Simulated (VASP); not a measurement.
# MgB₂: kinetic-energy density

MgB₂, P6/mmm (no. 191), 3 atoms in the cell. PBE; PAW potentials Mg, B (PBE set).

## Input

INCAR:
```
PREC = Accurate
ENCUT = 520
EDIFF = 1E-7
ISMEAR = 0
SIGMA = 0.02
LREAL = False
LASPH = True
ALGO = Normal
NELM = 100
ISIF = 2
LWAVE = False
LCHARG = True
LTAU = True
```

KPOINTS:
```
k-points
0
Gamma
  8 8 6
```

POSCAR:
```
MgB2
1.0
    3.0850000000      0.0000000000      0.0000000000
   -1.5425000000      2.6716883707      0.0000000000
    0.0000000000      0.0000000000      3.5230000000
Mg B
1 2
Direct
    0.0000000000      0.0000000000      0.0000000000
    0.6666666667      0.3333333333      0.5000000000
    0.3333333333      0.6666666667      0.5000000000
```

Commands:
```
cat potpaw_PBE.64/Mg/POTCAR potpaw_PBE.64/B/POTCAR > POTCAR
mpirun -np 1 vasp_std > vasp.out
```

## Result

- Kinetic energy of the pseudo orbitals (eV): 108.64

VASP 6.6.1 took 5.4 s on 1 core (Intel Xeon 6975P-C (Granite Rapids)), a shared host.
